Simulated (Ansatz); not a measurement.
CsCl:
```xyz
2
Lattice="4.2061 0.0000 0.0000 0.0000 4.2061 0.0000 0.0000 0.0000 4.2061" Properties=species:S:1:pos:R:3 pbc="T T T"
Cs     0.0000     0.0000     0.0000
Cl     2.1030     2.1030     2.1030
```

Relaxed with PBE. Special points in fractions of this cell's reciprocal vectors: Γ (0.000, 0.000, 0.000); X (0.000, 0.500, 0.000); M (0.500, 0.500, 0.000); R (0.500, 0.500, 0.500).

Question: List the band energies nearest the valence-band maximum at these points for plane-wave PAW PBE (Ansatz code).

Answer: In eV from the valence-band maximum; about four levels below and three above (degenerate sets whole), none deeper than 8.9 eV; points with the same levels are listed once.

```
k                                below                above
-  -----------------------------------  -------------------
Γ     -5.98 -5.98 -5.98 0.00 0.00 0.00       5.01 5.45 5.45
X        -5.87 -5.87 -1.05 -0.18 -0.18       6.39 7.33 8.50
M              -5.79 -0.41 -0.41 -0.03  5.89 5.97 7.90 7.90
R  -6.44 -6.44 -6.44 -0.95 -0.95 -0.95       8.24 8.24 8.24
```

Space group Pm-3m (CsCl type). The cell was relaxed with PBE under the symmetry of its start. Spin–orbit coupling is left out wherever it is not named.

Potentials: the later of the program's two PAW sets.
